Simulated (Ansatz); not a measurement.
AlNi:

```
Ni Al
1.0
     2.88100    0.00000    0.00000
     0.00000    2.88100    0.00000
     0.00000    0.00000    2.88100
Ni Al
1 1
Direct
  0.50000 0.50000 0.50000
  0.00000 0.00000 0.00000
```

Base run:

| Item | Value |
| --- | --- |
| Program | Ansatz 0.2.0 |
| Functional | PBE |
| Potentials or basis | Ansatz PAW |
| Cutoff | 420 eV (not typed: the program's choice for these potentials) |
| k mesh | 8 × 8 × 8 |
| Occupations | fermi-dirac, width 0.05 eV |
| Spin | collinear spin, ferromagnetic start |
| Starting moments | [0.5, 0.0] μB |
| Fixed moment | 0.5 μB |

Its results: pressure 2.9 GPa; site moments Ni +0.38; Al +0.04 μB.

Problem. After a change of settings the same cell gave: pressure 12.4 GPa; site moments Ni +1.03; Al +0.16 μB. Which change was it?
A. fixed moment from 0.5 μB to 2 μB; moments at the start from [0.5, 0.0] to [2.0, 0.0]
B. fixed moment from 0.5 μB to 1.2 μB; moments at the start from [0.5, 0.0] to [1.2, 0.0]
C. fixed moment from 0.5 μB to 1.5 μB; moments at the start from [0.5, 0.0] to [1.5, 0.0]
D. fixed moment from 0.5 μB to 0.2 μB; moments at the start from [0.5, 0.0] to [0.2, 0.0]

Solution. C.

Caveats: the total moment is fixed, so each spin has its own Fermi level; the thresholds are loose for stress.
